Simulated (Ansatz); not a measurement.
**MgI2 (model cell, started as fluorite): the cell at rest**

Wanted: the relaxed cell of MgI2 (model cell, started as fluorite).

Method: DFT PBEsol, scalar-relativistic, plane waves, PAW, in Ansatz 0.2.0.

The structure was built from a prototype and need not be the compound's stable phase.

## Step 1: Set-up

Symmetry: Fm-3m, No. 225, cubic system. Conventional cell: a = 6.946 Å, b = 6.946 Å, c = 6.946 Å, α = 90.00°, β = 90.00°, γ = 90.00°. Nearest to Mg lie 8 I at 3.01 Å. Nearest to I lie 4 Mg at 3.01 Å. Farther neighbours and most contacts between anions are not listed.

Coordinates:

```cif
data_structure
_symmetry_space_group_name_H-M 'Fm-3m'
_symmetry_Int_Tables_number 225
_cell_length_a 6.9458
_cell_length_b 6.9458
_cell_length_c 6.9458
_cell_angle_alpha 90.000
_cell_angle_beta 90.000
_cell_angle_gamma 90.000
_cell_volume 335.09
loop_
_atom_site_label
_atom_site_type_symbol
_atom_site_symmetry_multiplicity
_atom_site_Wyckoff_symbol
_atom_site_fract_x
_atom_site_fract_y
_atom_site_fract_z
_atom_site_occupancy
Mg1 Mg 4 a 0.00000 0.00000 0.00000 1
I1 I 8 c 0.25000 0.75000 0.75000 1
```

## Step 2: A coarse first look

A quick single point on a coarse mesh tells whether the cell has a gap and how far it is from rest, which sets the k mesh and smearing that follow.

The input, input.yaml:

```yaml
crystal:
  lattice:
    - [0.0, 3.47288, 3.47288]
    - [3.47288, 0.0, 3.47288]
    - [3.47288, 3.47288, 0.0]
  atoms:
    - { symbol: Mg, position: [0.0, 0.0, 0.0] }
    - { symbol: I, position: [0.25, 0.25, 0.25] }
    - { symbol: I, position: [0.75, 0.75, 0.75] }
kpoints:
  mp_grid: { grid: [4, 4, 4] }
hamiltonian:
  xc: pbesol
scf:
  occupations: { method: gaussian, width: 0.1 }
output:
  forces: true
  stress: true
  eigenvalues: true
```

Command:

```console
$ ansatz run input.yaml --threads 4 --pin off --max-ram 7168MiB --backend cpu --events-out ev --progress --plain --runs-dir out
```

Numbers of over 12 decimals in the logs are rounded to 6 here.

The program printed:

```text
Engine: ansatz 0.2.0, x86_64-unknown-linux-gnu
Pseudopotentials: kind: paw
Pseudopotential: Mg, paw, valence charge 10, recommended cutoff 420 eV (normal), Mg.paw.azcp
Pseudopotential: I, paw, valence charge 17, recommended cutoff 420 eV (normal), I.paw.azcp
Functional definition: PBEsol
  exchange = pbesol_x
  correlation = pbesol_c
Crystal: 3 atoms, lattice volume = 83.772 Å³
[...]
k-point 0: bands = [... 18 lower, 4.8701, 7.4813, 7.4813, 7.4813, 10.2663, 11.3464, 11.3464, 11.3464, ... 1 higher]
  k-point 1: bands = [... 18 lower, 5.0115, 6.2735, 6.7090, 6.7090, 11.3171, 12.1601, 12.1601, 12.9517, ... 1 higher]
  k-point 2: bands = [... 18 lower, 5.4692, 5.5836, 5.7509, 5.7509, 12.3785, 14.0831, 14.0831, 14.6663, ... 1 higher]
  k-point 7: bands = [... 18 lower, 5.6459, 5.6459, 8.6624, 8.8826, 10.8867, 12.2344, 14.8019, 14.8019, ... 1 higher]
[key lines of the parts left out:]
SCF converged after 6 iterations
Free energy (F): -16778.102659 eV
Fermi energy:    9.279358 eV
P = ⅓ Tr σ = 9.8015 GPa (98.015 kbar)
```

Wall time 1.6 s (4 threads of Intel Xeon Platinum 8488C (Sapphire Rapids), shared host); peak memory 0.4 GiB; 2.2 s of CPU time.

A gap read on the k-mesh alone can miss the band edges.

Numbers from this step:

| Quantity | Value |
| --- | --- |
| pressure | 9.801 GPa |
| volume per atom | 27.92 Å³ |
| gap on the k-mesh | 0.1436 eV |
| direct gap on mesh | 0.1436 eV |

The coarse mesh shows a gap of 0.14 eV and a pressure of 9.8 GPa.

## Step 3: Coarse relaxation

The start is far from rest, so a relaxation with loose tolerances brings it close first.

input.yaml, as its differences from that of step 2:

```diff
@@ -10,3 +10,3 @@
 kpoints:
-  mp_grid: { grid: [4, 4, 4] }
+  mp_grid: { grid: [6, 6, 6] }
 hamiltonian:
@@ -19 +19,6 @@
   eigenvalues: true
+relax:
+  adjacent_minimum: "off"
+  f_tol: 0.05
+  max_steps: 80
+  cell: { stress_tol: 0.5 }
```

The program printed:

```text
[...]
Crystal: 3 atoms, lattice volume = 83.772 Å³
Basis set: ecut = 420 eV, 1639 PW (Γ), exchange–correlation on 72×72×72 points (8 copies of the dense FFT grid, shifted against one another)
Bands: 27, of which v1, the nominal top of the filled ones, is band 22 counted from 1 (21 counted from 0)
Symmetry: 48 space group operations
[...]
k-points: 16 of 216
[...]
F+E_penalty+E_count = -16778.57442026 eV   max|allowed force component| = 5.782e-18 eV/Å   (the final SCF, on the basis selected at the relaxed cell)
  cell:  # Å, volume = 100.4305 Å³
    - [0, 3.689311, 3.689311]
    - [3.689311, 0, 3.689311]
    - [3.689311, 3.689311, 0]
  atoms:
    - { symbol: Mg, position: [0, 0, 0] }
    - { symbol: I, position: [0.250000, 0.250000, 0.250000] }
    - { symbol: I, position: [0.750000, 0.750000, 0.750000] }
[key lines of the parts left out:]
SCF converged after 5 iterations
Free energy (F): -16778.574420 eV
Fermi energy:    6.751617 eV
P = ⅓ Tr σ = 0.4937 GPa (4.937 kbar)
```

The job ended after 1.9 s (4 threads; peak memory 0.46 GiB; 6.3 s of CPU time).

Step by step:

```tsv
step	energy less that of the first step (eV)	largest force component (eV/Å)	pressure (GPa)	volume (Å³)
1	0.0000	0.0000	9.89	83.77
2	-0.4372	0.0000	1.96	96.63
3	-0.4651	0.0000	0.49	100.43
4*	-0.4667	0.0000	0.49	100.43
```

Relaxation steps marked * repeat the geometry before them on a plane-wave basis chosen anew for their cell, so energy and pressure can jump there.

Forces are held to the 48 operations that the run works with; a distortion that breaks them can't arise in this run.

```tsv
conventional cell, symmetrised	before	after	change
a (Å)	6.946	7.379	+6.2 %
b (Å)	6.946	7.379	+6.2 %
c (Å)	6.946	7.379	+6.2 %
volume (Å³/atom)	27.92	33.48	+19.9 %
```

Final coordinates:

```xyz
3
Lattice="0.0000 3.6893 3.6893 3.6893 0.0000 3.6893 3.6893 3.6893 0.0000" Properties=species:S:1:pos:R:3 pbc="T T T"
Mg    0.0000    0.0000    0.0000
I     1.8447    1.8447    1.8447
I     5.5340    5.5340    5.5340
```

Numbers from this step:

- pressure: 0.4937 GPa
- volume per atom: 33.48 Å³
- gap on the k-mesh: 0.6668 eV
- direct gap on mesh: 0.8884 eV

In this step the volume went from 27.92 to 33.48 Å³/atom.

## Step 4: Relaxation

The cell and atoms are relaxed, since residual forces and stress would shift the frequencies.

input.yaml, the sections that differ from step 3:

```yaml
crystal:
  lattice:
    - [0.0, 3.6893110777, 3.6893110777]
    - [3.6893110777, 0.0, 3.6893110777]
    - [3.6893110777, 3.6893110777, 0.0]
  atoms:
    - { symbol: Mg, position: [0.0, 0.0, 0.0] }
    - { symbol: I, position: [0.25, 0.25, 0.25] }
    - { symbol: I, position: [0.75, 0.75, 0.75] }
scf:
  occupations: { method: gaussian, width: 0.02 }
relax:
  adjacent_minimum: "off"
  f_tol: 0.005
  max_steps: 80
  cell: { stress_tol: 0.05 }
# kpoints, hamiltonian, output: as in step 3
```

The program printed:

```text
[...]
Crystal: 3 atoms, lattice volume = 100.431 Å³
Basis set: ecut = 420 eV, 1989 PW (Γ), exchange–correlation on 72×72×72 points (8 copies of the dense FFT grid, shifted against one another)
Bands: 27, of which v1, the nominal top of the filled ones, is band 22 counted from 1 (21 counted from 0)
[... 1 set-up line as in the run before ...]
[...]
k-points: 16 of 216
[...]
SCF iter   1: F=—  HF=-16778.575637 eV  |F-HF|=—  |Δ(HF+E_count)|=         —  Δρ=2.19e-3  dr2=2.92e-3  ethr=1.77e-3  ⟨swp⟩=8.2  Hψ=2181  notcnv=0
[...]
SCF iter   6: F=-16778.574420 eV  HF=-16778.574420 eV  |F-HF|=3.11e-8  |Δ(HF+E_count)|=   3.53e-7  Δρ=4.51e-6  dr2=4.40e-8  ethr=2.27e-10  ⟨swp⟩=8.2  Hψ=2123  notcnv=0
SCF 1 converged in 6 iterations: F = -16778.574420 eV  dr2 = 4.40e-8
[...]
relax step   1: F+E_penalty+E_count = -16778.57442024 eV  Δ(F+E_penalty+E_count) = +0.000e0 eV  max|allowed force component| = 1.927e-18 eV/Å  Δτ_max = 0.0000 Å  P = +0.494 GPa  Ω = 100.431 Å³  (6 SCF iters, dr2 threshold 1.00e-7 eV, accepted)
Crystal: 3 atoms, lattice volume = 101.865 Å³
[...]
SCF iter   4: F=-16778.576529 eV  HF=-16778.576529 eV  |F-HF|=5.86e-8  |Δ(HF+E_count)|=   5.03e-7  Δρ=1.65e-5  dr2=2.46e-7  ethr=6.82e-10  ⟨swp⟩=7.8  Hψ=1900  notcnv=0
SCF 2 converged in 4 iterations: F = -16778.576529 eV  dr2 = 2.46e-7
relax step   2: F+E_penalty+E_count = -16778.57652929 eV  Δ(F+E_penalty+E_count) = -2.109e-3 eV  max|allowed force component| = 1.426e-17 eV/Å  Δτ_max = 0.0000 Å  P = +0.019 GPa  Ω = 101.865 Å³  energy of the carried Pulay correction = -1.593e-4 eV  (4 SCF iters, dr2 threshold 3.00e-7 eV, accepted)
[...]
SCF iter   6: F=-16778.576692 eV  HF=-16778.576692 eV  |F-HF|=1.13e-10  |Δ(HF+E_count)|=   9.79e-9  Δρ=8.09e-8  dr2=1.08e-11  ethr=1.00e-12  ⟨swp⟩=5.8  Hψ=2234  notcnv=0
SCF 3 converged in 6 iterations: F = -16778.576692 eV  dr2 = 1.08e-11
relax step   3: F+E_penalty+E_count = -16778.57669167 eV  Δ(F+E_penalty+E_count) = -1.624e-4 eV  max|allowed force component| = 2.255e-17 eV/Å  Δτ_max = 0.0000 Å  P = +0.018 GPa  Ω = 101.865 Å³  stress off target by 1.84e-2 GPa  SCF on the basis re-selected at this cell (its energy is not comparable with the rows above)  (6 SCF iters)
[...]
SCF converged after 6 iterations
Free energy (F): -16778.576692 eV
[...]
Internal energy: -16778.576692 eV  (E = F + TS)
E sigma→0 (E₀):  -16778.576692 eV
Fermi energy:    6.535249 eV
[...]
--- Stress (GPa, compression-positive) ---
        0.018433      -0.000000      -0.000000
       -0.000000       0.018433      -0.000000
       -0.000000      -0.000000       0.018433
  P = ⅓ Tr σ = 0.0184 GPa (0.184 kbar)
--- Band table (eV; the first three rows and the last of 16) ---
  k-point 0: bands = [... 18 lower, 3.0374, 5.0151, 5.0151, 5.0151, 6.8553, 9.1401, 9.1401, 9.1401, ... 1 higher]
  k-point 1: bands = [... 18 lower, 3.0876, 4.3281, 4.7462, 4.7462, 7.7425, 9.4261, 9.4520, 9.4520, ... 1 higher]
  k-point 2: bands = [... 18 lower, 3.2635, 3.6708, 4.1893, 4.1893, 8.5998, 10.3473, 10.3473, 10.8930, ... 1 higher]
  k-point 15: bands = [... 18 lower, 2.8566, 4.4765, 5.7820, 6.0804, 7.7905, 10.6558, 11.1135, 12.0797, ... 1 higher]
--- Relaxed structure (2 steps of the walk, 2 accepted, 1 SCFs on fresh bases) ---
[...]
cell:  # Å, volume = 101.8646 Å³
    - [0, 3.706788, 3.706788]
    - [3.706788, 0, 3.706788]
    - [3.706788, 3.706788, 0]
  atoms:
    - { symbol: Mg, position: [0, 0, 0] }
    - { symbol: I, position: [0.250000, 0.250000, 0.250000] }
    - { symbol: I, position: [0.75, 0.75, 0.75] }
```

Wall time 1.7 s (4 threads); peak memory 0.47 GiB.

The steps of the relaxation:

```tsv
step	energy less that of the first step (eV)	largest force component (eV/Å)	pressure (GPa)	volume (Å³)
1	0.0000	0.0000	0.49	100.43
2	-0.0021	0.0000	0.02	101.86
3*	-0.0023	0.0000	0.02	101.86
```

Relaxation steps marked * repeat the geometry before them on a plane-wave basis chosen anew for their cell, so energy and pressure can jump there.

Forces are held to the 48 operations that the run works with; a distortion that breaks them can't arise in this run.

```tsv
conventional cell, symmetrised	before	after	change
a (Å)	7.379	7.414	+0.5 %
b (Å)	7.379	7.414	+0.5 %
c (Å)	7.379	7.414	+0.5 %
volume (Å³/atom)	33.48	33.95	+1.4 %
```

The relaxed structure:

```xyz
3
Lattice="0.0000 3.7068 3.7068 3.7068 0.0000 3.7068 3.7068 3.7068 0.0000" Properties=species:S:1:pos:R:3 pbc="T T T"
Mg    0.0000    0.0000    0.0000
I     1.8534    1.8534    1.8534
I     5.5602    5.5602    5.5602
```

This step gave:

```
pressure           : 0.01843 GPa
gap on the k-mesh  : 0.6408 eV
volume per atom    : 33.95 Å³
direct gap on mesh : 0.9304 eV
```

In this step the volume went from 33.48 to 33.95 Å³/atom.

## Step 5: Relaxing to small forces for the phonons, k-mesh 8×8×8

Phonons need a cell at rest on their own settings, so the relaxation is repeated with tight tolerances on forces and stress on the k mesh and occupations of the first response run.

The input, input.yaml:

```yaml
crystal:
  lattice:
    - [0.0, 3.7067877336, 3.7067877336]
    - [3.7067877336, 0.0, 3.7067877336]
    - [3.7067877336, 3.7067877336, 0.0]
  atoms:
    - { symbol: Mg, position: [0.0, 0.0, 0.0] }
    - { symbol: I, position: [0.25, 0.25, 0.25] }
    - { symbol: I, position: [0.75, 0.75, 0.75] }
kpoints:
  mp_grid: { grid: [8, 8, 8] }
hamiltonian:
  xc: pbesol
scf:
  occupations: { method: fixed }
output:
  forces: true
  stress: true
  eigenvalues: true
relax:
  adjacent_minimum: "off"
  f_tol: 0.001
  max_steps: 60
  cell: { stress_tol: 0.01 }
```

The program printed:

```text
[...]
Crystal: 3 atoms, lattice volume = 101.865 Å³
Basis set: ecut = 420 eV, 1989 PW (Γ), exchange–correlation on 72×72×72 points (8 copies of the dense FFT grid, shifted against one another)
Bands: 27, of which v1, the nominal top of the filled ones, is band 22 counted from 1 (21 counted from 0)
[... 1 set-up line as in the run before ...]
[...]
k-points: 29 of 512
[...]
k-point 28: bands = [... 18 lower, 3.5908, 3.5908, 5.8472, 5.9930, 8.1056, 10.1377, 11.6131, 11.6131, ... 1 higher]
--- Relaxed structure (2 steps of the walk, 2 accepted, 1 SCFs on fresh bases) ---
[...]
cell:  # Å, volume = 101.9194 Å³
    - [0, 3.707453, 3.707453]
    - [3.707453, 0, 3.707453]
    - [3.707453, 3.707453, 0]
  atoms:
    - { symbol: Mg, position: [0, 0, 0] }
    - { symbol: I, position: [0.25, 0.25, 0.25] }
    - { symbol: I, position: [0.75, 0.75, 0.75] }
[key lines of the parts left out:]
SCF converged after 5 iterations
Free energy (F): -16778.576977 eV
Fermi energy:    6.206928 eV
P = ⅓ Tr σ = 0.0012 GPa (0.012 kbar)
```

Wall time 2.4 s (4 threads); peak memory 0.5 GiB; 8.1 s of CPU time.

Little changed from the start: no atom moved by 0.005 Å and no cell edge by 0.1 %.

This step gave:

* pressure: 0.001173 GPa
* gap on the k-mesh: 0.6401 eV
* volume per atom: 33.97 Å³
* direct gap on mesh: 0.9322 eV

The forces vanish by symmetry and the pressure is 0.001 GPa, within the tolerances set. The cell now holds 33.97 Å³/atom.

## Step 6: Relaxing to small forces for the phonons, k-mesh 12×12×12

The k mesh is raised to 12×12×12 since a zone-centre run on the first mesh warned that it was too coarse for the force constants, and the cell is relaxed again on it.

input.yaml, the sections that differ from step 5:

```yaml
crystal:
  lattice:
    - [0.0, 3.7074529804, 3.7074529804]
    - [3.7074529804, 0.0, 3.7074529804]
    - [3.7074529804, 3.7074529804, 0.0]
  atoms:
    - { symbol: Mg, position: [0.0, 0.0, 0.0] }
    - { symbol: I, position: [0.25, 0.25, 0.25] }
    - { symbol: I, position: [0.75, 0.75, 0.75] }
kpoints:
  mp_grid: { grid: [12, 12, 12] }
# hamiltonian, scf, output, relax: as in step 5
```

The program printed:

```text
[...]
Crystal: 3 atoms, lattice volume = 101.919 Å³
Basis set: ecut = 420 eV, 1989 PW (Γ), exchange–correlation on 72×72×72 points (8 copies of the dense FFT grid, shifted against one another)
Bands: 27, of which v1, the nominal top of the filled ones, is band 22 counted from 1 (21 counted from 0)
[... 1 set-up line as in the run before ...]
[...]
k-points: 72 of 1728
[...]
--- Relaxed structure (1 steps of the walk, 1 accepted, 1 SCFs on fresh bases) ---
[...]
cell:  # Å, volume = 101.9194 Å³
    - [0.0, 3.7074529804, 3.7074529804]
    - [3.7074529804, 0.0, 3.7074529804]
    - [3.7074529804, 3.7074529804, 0.0]
  atoms:
    - { symbol: Mg, position: [0.0, 0.0, 0.0] }
    - { symbol: I, position: [0.250000, 0.250000, 0.250000] }
    - { symbol: I, position: [0.75, 0.75, 0.75] }
[key lines of the parts left out:]
SCF converged after 5 iterations
Free energy (F): -16778.577005 eV
Fermi energy:    6.206897 eV
P = ⅓ Tr σ = 0.0013 GPa (0.013 kbar)
```

The job ended after 4.9 s (4 threads; peak memory 0.56 GiB).

Little changed from the start: no atom moved by 0.005 Å and no cell edge by 0.1 %.

Numbers from this step:

- pressure: 0.001262 GPa
- gap on the k-mesh: 0.6402 eV
- direct gap on mesh: 0.9323 eV

The forces vanish by symmetry and the pressure is 0.001 GPa, within the tolerances set. The cell now holds 33.97 Å³/atom.

## Step 7: What came out

| Quantity | Value |
| --- | --- |
| space group after relaxation (within 0.01 Å) | Fm-3m |
| lattice constant a | 7.415 Å |
| lattice constant b | 7.415 Å |
| lattice constant c | 7.415 Å |
| volume per atom | 34.0 Å³ |
| gap on the k-mesh | 0.640 eV |

The forces vanish by symmetry and the pressure is 0.001 GPa, within the tolerances set. The cell now holds 33.97 Å³/atom. The relaxation keeps the symmetry of its start, so it says nothing on stability against lower symmetry. Spin-orbit coupling is left out, which can matter for the heavy elements here. The starting cell was built on a prototype and not taken from a measurement, so the phase need not exist.

[Logs are printed without paths, hosts, clocks, repeated set-up lines and the standing remarks that a program may print on its own settings, such as how far it seeks lower states.]

[Hosts, paths, dates, database ids (printed as entryN), source tags and the programs' standing remarks are cut or masked in the printed files.]
